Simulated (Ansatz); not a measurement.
# CdH4 (element-swapped structure): how the settings move a single-point run

Question: which choices in the input matter for CdH4 (element-swapped structure)?

Program: Ansatz 0.2.0. Level of theory: reference: DFT PBE, plane waves, PAW, scalar-relativistic, no spin polarisation. These are calculated values, not measurements.

## 1. The system as given

It takes space group C2/c (No. 15, monoclinic). The conventional cell has a = 8.665 Å, b = 4.440 Å, c = 8.550 Å, α = 90.00°, β = 119.29°, γ = 90.00°. Cd (site symmetry 2) is surrounded by 4 H at 1.65 to 1.68 Å. H (site symmetry 1) is surrounded by 1 Cd at 1.68 Å. H (site symmetry 1) is surrounded by 1 Cd at 1.65 Å.

Coordinates:

```cif
data_structure
_symmetry_space_group_name_H-M 'P 1'
_symmetry_Int_Tables_number 1
_cell_length_a 4.4401
_cell_length_b 4.8681
_cell_length_c 7.7823
_cell_angle_alpha 98.465
_cell_angle_beta 73.425
_cell_angle_gamma 117.132
_cell_volume 143.45
loop_
_atom_site_label
_atom_site_type_symbol
_atom_site_fract_x
_atom_site_fract_y
_atom_site_fract_z
_atom_site_occupancy
Cd1 Cd 0.92580 0.75000 0.75000 1
Cd2 Cd 0.07420 0.25000 0.25000 1
H1 H 0.96980 0.45090 0.80350 1
H2 H 0.32240 0.04910 0.69650 1
H3 H 0.03020 0.54910 0.19650 1
H4 H 0.67760 0.95090 0.30350 1
H5 H 0.74930 0.64670 0.57650 1
H6 H 0.67910 0.85330 0.92350 1
H7 H 0.25070 0.35330 0.42350 1
H8 H 0.32090 0.14670 0.07650 1
```

## 2. Reference

The input, input.yaml:

```yaml
crystal:
  lattice:
    - [0.0, 4.440123, 0.0]
    - [4.332446, -2.220062, 0.0]
    - [-0.149575, 2.220062, -7.457396]
  atoms:
    - { symbol: Cd, position: [0.9258, 0.75, 0.75] }
    - { symbol: Cd, position: [0.0742, 0.25, 0.25] }
    - { symbol: H, position: [0.9698, 0.4509, 0.8035] }
    - { symbol: H, position: [0.3224, 0.0491, 0.6965] }
    - { symbol: H, position: [0.0302, 0.5491, 0.1965] }
    - { symbol: H, position: [0.6776, 0.9509, 0.3035] }
    - { symbol: H, position: [0.7493, 0.6467, 0.5765] }
    - { symbol: H, position: [0.6791, 0.8533, 0.9235] }
    - { symbol: H, position: [0.2507, 0.3533, 0.4235] }
    - { symbol: H, position: [0.3209, 0.1467, 0.0765] }
  symmetry: { tolerance: 0.0003 }
kpoints:
  mp_grid: { grid: [5, 5, 5], shift: [0, 0, 0] }
magnetization:
  spin_polarized: false
scf:
  occupations: { method: gaussian, width: 0.2879 }
hamiltonian:
  pseudopotentials: { kind: paw }
  xc: pbe
basis:
  ecutwfc: 420
output:
  forces: true
  stress: true
  eigenvalues: true
```

Launch:

```console
> ansatz run input.yaml --threads 1 --pin off --max-ram 2560MiB --backend cpu --events-out ev --progress --plain --runs-dir out
```

Output, shortened:

```text
Warning: RAYON_NUM_THREADS=1 ignored (pool sized by the plan → 1); use --threads N
[...]
Pseudopotentials: kind: paw
Pseudopotential: Cd, paw, valence charge 20, recommended cutoff 420 eV (normal), Cd.paw.azcp
Pseudopotential: H, paw, valence charge 1, recommended cutoff 420 eV (normal), H.paw.azcp
Functional definition: PBE
[...]
Crystal: 10 atoms, lattice volume = 143.455 Å³
Basis set: ecut = 420 eV, 2797 PW (Γ), exchange–correlation on 60×72×108 points (8 copies of the dense FFT grid, shifted against one another)
Bands: 34, of which v1, the nominal top of the filled ones, is band 24 counted from 1 (23 counted from 0)
Symmetry: 4 space group operations
Space group: C2/c (ITA 15), of the structure as read, at distance tolerance 1.6e-3 Å
k-points: 39 of 125
[...]
SCF iter   1: F=—  HF=-16623.903927 eV  |F-HF|=—  |Δ(HF+E_count)|=         —  Δρ=2.93e-3  dr2=1.31e-2  ethr=1.77e-3  ⟨swp⟩=7.1  Hψ=5833  notcnv=0
[...]
SCF iter   7: F=-16623.910951 eV  HF=-16623.910951 eV  |F-HF|=2.77e-8  |Δ(HF+E_count)|=   7.03e-8  Δρ=8.58e-6  dr2=9.24e-8  ethr=2.08e-10  ⟨swp⟩=7.7  Hψ=6137  notcnv=0
[...]
SCF converged after 7 iterations
Free energy (F): -16623.910951 eV
[...]
E sigma→0 (E₀):  -16623.764289 eV
Entropy (-TS):   -0.293324 eV (-29.332 meV/atom)
Fermi energy:    0.622626 eV
[...]
--- Forces (eV/Å), atoms counted from 1 ---
  atom   1  Cd     0.00000002     0.27571333     0.00000001
  atom   2  Cd    -0.00000002    -0.27571333    -0.00000001
  atom   3  H     -1.04878015     0.76314514    -0.34114004
  atom   4  H      1.04878024     0.76314500     0.34114009
  atom   5  H      1.04878015    -0.76314514     0.34114004
  atom   6  H     -1.04878024    -0.76314500    -0.34114009
  atom   7  H     -0.41421640    -0.88300937     1.27384455
  atom   8  H      0.41421630    -0.88300934    -1.27384461
[...]
--- Stress (GPa, compression-positive) ---
        2.041483       0.000000      -0.077504
        0.000000       3.604960      -0.000000
       -0.077504      -0.000000       4.580224
  P = ⅓ Tr σ = 3.4089 GPa (34.089 kbar)
--- Band table (eV; the first three rows and the last of 39) ---
[...]
```

It took 7.8 s on 1 thread of Arm Neoverse V2, shared host; peak memory 0.43 GiB.

## 3. Changing settings: eigensolver.kind davidson

Changes to input.yaml since step 2:

```diff
@@ -23,2 +23,3 @@
   occupations: { method: gaussian, width: 0.2879 }
+  eigensolver: { kind: davidson }
 hamiltonian:
@@ -32 +33,5 @@
   eigenvalues: true
+  write_density: true
+  write_potential: true
+  elf: true
+  volumetric_format: npy
```

Launch:

```console
> ansatz run input.yaml --threads 1 --pin off --max-ram 2560MiB --backend cpu --events-out ev --progress --plain --runs-dir out
```

Output, shortened:

```text
Warning: RAYON_NUM_THREADS=1 ignored (pool sized by the plan → 1); use --threads N
[...]
[... 4 set-up lines as earlier in the session ...]
[...]
Crystal: 10 atoms, lattice volume = 143.455 Å³
Basis set: ecut = 420 eV, 2797 PW (Γ), exchange–correlation on 60×72×108 points (8 copies of the dense FFT grid, shifted against one another)
Bands: 34, of which v1, the nominal top of the filled ones, is band 24 counted from 1 (23 counted from 0)
[... 2 set-up lines as earlier in the session ...]
k-points: 39 of 125
[...]
SCF iter   1: F=—  HF=-16623.906275 eV  |F-HF|=—  |Δ(HF+E_count)|=         —  Δρ=2.91e-3  dr2=1.17e-2  ethr=1.77e-3  ⟨swp⟩=10.9  Hψ=6385  notcnv=0
[...]
SCF converged after 8 iterations
Free energy (F): -16623.910951 eV
[...]
E sigma→0 (E₀):  -16623.764289 eV
Entropy (-TS):   -0.293324 eV (-29.332 meV/atom)
Fermi energy:    0.622640 eV
[...]
--- Forces (eV/Å), atoms counted from 1 ---
  atom   1  Cd     0.00000002     0.27555476     0.00000001
  atom   2  Cd    -0.00000002    -0.27555476    -0.00000001
  atom   3  H     -1.04878987     0.76317729    -0.34113314
  atom   4  H      1.04878996     0.76317714     0.34113319
  atom   5  H      1.04878987    -0.76317729     0.34113314
  atom   6  H     -1.04878996    -0.76317714    -0.34113319
  atom   7  H     -0.41421789    -0.88298356     1.27386394
  atom   8  H      0.41421779    -0.88298353    -1.27386399
[...]
--- Stress (GPa, compression-positive) ---
        2.041524       0.000000      -0.077570
        0.000000       3.604993      -0.000000
       -0.077570      -0.000000       4.580273
  P = ⅓ Tr σ = 3.4089 GPa (34.089 kbar)
--- Band table (eV; the first three rows and the last of 39) ---
[...]
```

Run time: 13 s. Hardware: 1 thread of Arm Neoverse V2, shared host; peak memory 0.41 GiB.

With the changed solver the energy agrees within 0.5 meV/atom.

## 4. Changing settings: eigensolver.kind davidson, dispersion d4, basis.precision f64

Changes to input.yaml since step 2:

```diff
@@ -23,2 +23,3 @@
   occupations: { method: gaussian, width: 0.2879 }
+  eigensolver: { kind: davidson }
 hamiltonian:
@@ -26,4 +27,6 @@
   xc: pbe
+  dispersion: d4
 basis:
   ecutwfc: 420
+  precision: f64
 output:
```

Launch:

```console
> ansatz run input.yaml --threads 1 --pin off --max-ram 2560MiB --backend cpu --events-out ev --progress --plain --runs-dir out
```

Output, shortened:

```text
Warning: RAYON_NUM_THREADS=1 ignored (pool sized by the plan → 1); use --threads N
[...]
[... 4 set-up lines as earlier in the session ...]
[...]
Crystal: 10 atoms, lattice volume = 143.455 Å³
Basis set: ecut = 420 eV, 2797 PW (Γ), exchange–correlation on 60×72×108 points (8 copies of the dense FFT grid, shifted against one another)
Bands: 34, of which v1, the nominal top of the filled ones, is band 24 counted from 1 (23 counted from 0)
[... 2 set-up lines as earlier in the session ...]
k-points: 39 of 125
[...]
SCF iter   1: F=—  HF=-16624.691802 eV  |F-HF|=—  |Δ(HF+E_count)|=         —  Δρ=2.91e-3  dr2=1.17e-2  ethr=1.77e-3  ⟨swp⟩=10.9  Hψ=6385  notcnv=0
[...]
SCF converged after 8 iterations
Free energy (F): -16624.696478 eV
[...]
E sigma→0 (E₀):  -16624.549816 eV
Entropy (-TS):   -0.293324 eV (-29.332 meV/atom)
Fermi energy:    0.622640 eV
[...]
--- Forces (eV/Å), atoms counted from 1 ---
  atom   1  Cd     0.00000002     0.27404547     0.00000001
  atom   2  Cd    -0.00000002    -0.27404547    -0.00000001
  atom   3  H     -1.04396066     0.76145484    -0.34048945
  atom   4  H      1.04396075     0.76145470     0.34048950
  atom   5  H      1.04396066    -0.76145484     0.34048945
  atom   6  H     -1.04396075    -0.76145470    -0.34048950
  atom   7  H     -0.41109450    -0.87958812     1.26920964
  atom   8  H      0.41109440    -0.87958809    -1.26920970
[...]
--- Stress (GPa, compression-positive) ---
        0.945948       0.000000      -0.084946
        0.000000       2.500905      -0.000000
       -0.084946      -0.000000       3.482241
  P = ⅓ Tr σ = 2.3097 GPa (23.097 kbar)
--- Band table (eV; the first three rows and the last of 39) ---
[...]
```

Wall time 12 s (1 thread of Arm Neoverse V2, shared host); peak memory 0.41 GiB.

The energy moves by -78.6 meV/atom, nearly all of it the dispersion term itself (-78.6 meV/atom); that offset belongs to the model and is no gain or loss of stability; the pressure goes from 3.4 to 2.3 GPa.

## 5. Variant: occupations.method methfessel_paxton, occupations.width 0.1, ecutwfc 550 eV

Changes to input.yaml since step 2:

```diff
@@ -22,3 +22,3 @@
 scf:
-  occupations: { method: gaussian, width: 0.2879 }
+  occupations: { method: methfessel_paxton, width: 0.1 }
 hamiltonian:
@@ -27,3 +27,3 @@
 basis:
-  ecutwfc: 420
+  ecutwfc: "550 eV"
 output:
```

Launch:

```console
> ansatz run input.yaml --threads 1 --pin off --max-ram 2560MiB --backend cpu --events-out ev --progress --plain --runs-dir out
```

Output, shortened:

```text
Warning: RAYON_NUM_THREADS=1 ignored (pool sized by the plan → 1); use --threads N
[...]
[... 4 set-up lines as earlier in the session ...]
[...]
Crystal: 10 atoms, lattice volume = 143.455 Å³
Basis set: ecut = 550 eV, 4227 PW (Γ), exchange–correlation on 72×80×120 points (8 copies of the dense FFT grid, shifted against one another)
Bands: 34, of which v1, the nominal top of the filled ones, is band 24 counted from 1 (23 counted from 0)
[... 2 set-up lines as earlier in the session ...]
k-points: 39 of 125
[...]
SCF iter   1: F=—  HF=-16623.773725 eV  |F-HF|=—  |Δ(HF+E_count)|=         —  Δρ=3.28e-3  dr2=1.72e-2  ethr=1.77e-3  ⟨swp⟩=6.1  Hψ=5797  notcnv=0  defer=28
[...]
Free energy (F): -16623.780275 eV
[...]
E sigma→0 (E₀):  -16623.780159 eV
Entropy (-TS):   -0.000463 eV (-0.046 meV/atom)
Fermi energy:    0.613605 eV
[...]
--- Forces (eV/Å), atoms counted from 1 ---
  atom   1  Cd     0.00000002     0.28371147     0.00000001
  atom   2  Cd    -0.00000002    -0.28371147    -0.00000001
  atom   3  H     -1.07646146     0.75796701    -0.35995794
  atom   4  H      1.07646155     0.75796686     0.35995798
  atom   5  H      1.07646146    -0.75796701     0.35995794
  atom   6  H     -1.07646155    -0.75796686    -0.35995798
  atom   7  H     -0.40783160    -0.86829517     1.28134191
  atom   8  H      0.40783150    -0.86829513    -1.28134196
[...]
--- Stress (GPa, compression-positive) ---
        1.714856       0.000000       0.004140
        0.000000       3.206920      -0.000000
        0.004140      -0.000000       4.552771
  P = ⅓ Tr σ = 3.1582 GPa (31.582 kbar)
--- Band table (eV; the first three rows and the last of 39) ---
[...]
```

Run time: 9.8 s. Hardware: 1 thread of Arm Neoverse V2, shared host; peak memory 0.51 GiB.

Changing the smearing and cutoff moves the energy by -1.6 meV/atom (σ→0 values). More than one kind of setting changed, and this run alone doesn't tell their shares apart.

## 6. Variant: ecutwfc 400 eV

Changes to input.yaml since step 2:

```diff
@@ -27,3 +27,3 @@
 basis:
-  ecutwfc: 420
+  ecutwfc: "400 eV"
 output:
```

Launch:

```console
> ansatz run input.yaml --threads 1 --pin off --max-ram 2560MiB --backend cpu --events-out ev --progress --plain --runs-dir out
```

Output, shortened:

```text
Warning: basis.ecutwfc = 400 eV is below the records' recommended 420 eV, and the density's cutoff is lower with it unless basis.ecutrho_ratio is high enough to keep the records' density cutoff: compare with a run at a higher cutoff
Warning: RAYON_NUM_THREADS=1 ignored (pool sized by the plan → 1); use --threads N
[...]
[... 4 set-up lines as earlier in the session ...]
[...]
Crystal: 10 atoms, lattice volume = 143.455 Å³
Basis set: ecut = 400 eV, 2593 PW (Γ), exchange–correlation on 60×64×108 points (8 copies of the dense FFT grid, shifted against one another)
Bands: 34, of which v1, the nominal top of the filled ones, is band 24 counted from 1 (23 counted from 0)
[... 2 set-up lines as earlier in the session ...]
k-points: 39 of 125
[...]
SCF iter   7: F=-16623.901912 eV  HF=-16623.901912 eV  |F-HF|=2.94e-8  |Δ(HF+E_count)|=   2.63e-8  Δρ=7.52e-6  dr2=7.20e-8  ethr=2.08e-10  ⟨swp⟩=7.5  Hψ=6286  notcnv=0
[...]
SCF converged after 7 iterations
Free energy (F): -16623.901912 eV
[...]
E sigma→0 (E₀):  -16623.755269 eV
Entropy (-TS):   -0.293285 eV (-29.329 meV/atom)
Fermi energy:    0.623030 eV
[...]
--- Forces (eV/Å), atoms counted from 1 ---
  atom   1  Cd     0.00000002     0.27576926     0.00000001
  atom   2  Cd    -0.00000002    -0.27576926    -0.00000001
  atom   3  H     -1.04874888     0.76332559    -0.34121194
  atom   4  H      1.04874897     0.76332544     0.34121199
  atom   5  H      1.04874888    -0.76332559     0.34121194
  atom   6  H     -1.04874897    -0.76332544    -0.34121199
  atom   7  H     -0.41403768    -0.88323037     1.27394343
  atom   8  H      0.41403757    -0.88323034    -1.27394349
[...]
--- Stress (GPa, compression-positive) ---
        2.045841       0.000000      -0.077673
        0.000000       3.604826      -0.000000
       -0.077673      -0.000000       4.582349
  P = ⅓ Tr σ = 3.4110 GPa (34.110 kbar)
--- Band table (eV; the first three rows and the last of 39) ---
[...]
```

Run time: 7.2 s. Hardware: 1 thread of Arm Neoverse V2, shared host; peak memory 0.42 GiB.

Changing the cutoff moves the energy by +0.9 meV/atom. The lower cutoff gives the higher energy: the smaller basis describes the state less well. The log warns that the cutoff is under what these potentials recommend, so the shift is basis error.

## 7. All runs together

| run | ending | energy change | pressure (GPa) | gap (eV) | force (eV/Å) | cycles | time |
| --- | --- | --- | --- | --- | --- | --- | --- |
| reference | converged | 0 | 3.4 | 0.00 | 1.60 | 7 | 7.8 s |
| 1: eigensolver.kind davidson | converged | 0.0 meV/atom | 3.4 | 0.00 | 1.60 | 8 | 13 s |
| 2: eigensolver.kind davidson, dispersion d4, basis.precision f64 | converged | -78.6 meV/atom (offset of the dispersion model) | 2.3 | 0.00 | 1.60 | 8 | 12 s |
| 3: occupations.method methfessel_paxton, occupations.width 0.1, ecutwfc 550 eV | converged | -1.6 meV/atom (σ→0) | 3.2 | 0.00 | 1.60 | 8 | 9.8 s |
| 4: ecutwfc 400 eV | converged | +0.9 meV/atom | 3.4 | 0.00 | 1.60 | 7 | 7.2 s |

Times don't compare one to one where runs were asked for different outputs or read a saved state (see the inputs); cycles may leave out searches for a lower state.

Residual by cycle in the longest SCF loop of each run; runs are numbered as in the table. The quantity is the density residual dr2, in eV.

| cycle | reference | run 1 | run 2 | run 3 | run 4 |
| --- | --- | --- | --- | --- | --- |
| 1 | 0.0131 | 0.0117 | 0.0117 | 0.0172 | 0.0132 |
| 2 | 0.00203 | 0.00213 | 0.00213 | 0.00251 | 0.00206 |
| 3 | 5.7e-4 | 4.0e-4 | 4.0e-4 | 8.9e-4 | 6.0e-4 |
| 4 | 5.3e-5 | 3.7e-5 | 3.7e-5 | 5.7e-5 | 5.0e-5 |
| 5 | 2.2e-6 | 2.7e-6 | 2.7e-6 | 1.1e-5 | 1.8e-6 |
| 6 | 5.9e-7 | 4.2e-7 | 4.2e-7 | 2.1e-6 | 4.3e-7 |
| 7 | 9.2e-8 | 1.3e-7 | 1.3e-7 | 3.8e-7 | 7.2e-8 |
| 8 | - | 1.5e-8 | 1.5e-8 | 2.0e-8 | - |

**Reading.** Run 4 ran under the cutoff that the potentials recommend, as the log warns, so basis error is mixed into its values.

Caveats on the reference run: its mesh is coarse for a cell with so small a gap or none; the cell is far from equilibrium (3 GPa, forces up to 1.6 eV/Å), so its values aren't those of the relaxed material; the structure is made up and not relaxed.
